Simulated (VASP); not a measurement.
**SrTiO3 in VASP 6.6.1, single-point calculation**

INCAR

```
NSW = 0
LCHARG = .FALSE.
NELM = 63
NBANDS = 28
ISMEAR = -1
PREC = Accurate
ENCUT = 520
EDIFF = 1E-7
LWAVE = .FALSE.
LASPH = .TRUE.
SIGMA = 0.02
ISIF = 2
LREAL = .FALSE.
METAGGA = M06L
ALGO = Normal
IBRION = -1
```

KPOINTS

```
KPOINTS created by Atomic Simulation Environment
0
Gamma
6 6 6
0 0 0
```

POSCAR

```
Sr Ti O
 1.0000000000000000
     3.7505774414999999    0.0000000000000000    0.0000000000000000
     0.0000000000000000    3.7505774414999999    0.0000000000000000
     0.0000000000000000    0.0000000000000000    4.0148913647000004
 Sr  Ti  O
   1   1   3
Cartesian
  0.0000000000000000  0.0000000000000000  0.0000000000000000
  1.8752887207500004  1.8752887207500004  2.0074456823500002
  1.8752887207500004  1.8752887207500004  0.0000000000000000
  1.8752887207500004  0.0000000000000000  2.0074456823500002
  0.0000000000000000  1.8752887207500004  2.0074456823500002
```

The recommended PBE PAW datasets give the neutral cell 40 valence electrons.

Command

```
mpirun -np 1 vasp_std
```

OSZICAR

```
N       E                     dE             d eps       ncg     rms          rms(c)
DAV:   1    -0.419560605809E+14   -0.41956E+14   -0.35446E+14  3492   0.304E+12
DAV:   2    -0.628489678636E+14   -0.20893E+14   -0.20580E+14  4336   0.774E+12
DAV:   3    -0.668945564896E+14   -0.40456E+13   -0.38880E+13  4480   0.319E+12
DAV:   4    -0.677937027948E+14   -0.89915E+12   -0.84116E+12  4464   0.165E+12
DAV:   5    -0.680309889838E+14   -0.23729E+12   -0.22494E+12  4472   0.915E+11    0.150E+02
DAV:   6     0.384388580944E+03    0.68031E+14   -0.16421E+05  4480   0.117E+03    0.636E+03
DAV:   7    -0.443183406578E+05   -0.44703E+05   -0.40382E+05  4480   0.906E+02    0.172E+02
DAV:   8    -0.116657818950E+03    0.44202E+05   -0.98121E+04  3896   0.219E+03    0.321E+03
DAV:   9    -0.136389359355E+04   -0.12472E+04   -0.14229E+04  3196   0.839E+02    0.257E+02
DAV:  10    -0.262621656675E+04   -0.12623E+04   -0.33890E+04  3336   0.114E+03    0.265E+02
...
DAV:  55    -0.130962926483E+04   -0.12012E+04   -0.11309E+04  4304   0.167E+02    0.171E+02
DAV:  56    -0.278203477468E+03    0.10314E+04   -0.38569E+04  2528   0.156E+03    0.661E+02
DAV:  57    -0.368968321494E+02    0.24131E+03   -0.42108E+03  2252   0.498E+02    0.540E+01
DAV:  58    -0.196495912632E+04   -0.19281E+04   -0.18086E+04  4480   0.148E+02    0.212E+02
DAV:  59    -0.121613027917E+03    0.18433E+04   -0.44500E+04  2668   0.181E+03    0.642E+02
DAV:  60    -0.193261238028E+02    0.10229E+03   -0.50013E+03  2336   0.589E+02    0.103E+02
DAV:  61    -0.512395409314E+03   -0.49307E+03   -0.43976E+03  4400   0.200E+02    0.143E+02
DAV:  62    -0.968258048973E+01    0.50271E+03   -0.21158E+04  2280   0.149E+03    0.398E+02
DAV:  63    -0.129720432677E+03   -0.12004E+03   -0.11822E+03  3080   0.243E+02
   1 F= -.12972043E+03 E0= -.12971917E+03  d E =-.252203E-02
```

Standard output (part)

```
POSCAR found type information on POSCAR SrTiO
 POSCAR found :  3 types and       5 ions
 LDA part: xc-table for (None), standard interpolation
 POSCAR, INCAR and KPOINTS ok, starting setup
 WAVECAR not read
 entering main loop
 the old and the new charge density differ
    0.150E+02
 the old and the new charge density differ
 old charge density:    39.99788 new   39.99999
    0.636E+03
|     The electronic self-consistency was not achieved in the given           |
|     number of steps (NELM). The forces and other quantities evaluated       |
|     might not be reliable so examine the results carefully. If you find     |
|     spurious results, we suggest increasing NELM, if you were close to      |
|     convergence or switching to a different ALGO or adjusting the           |
|     density mixing parameters otherwise.                                    |
```

It didn't converge.

The run took about 10 min on one core of a shared host (Intel Xeon Platinum 8488C) and held 0.22 GiB at most.
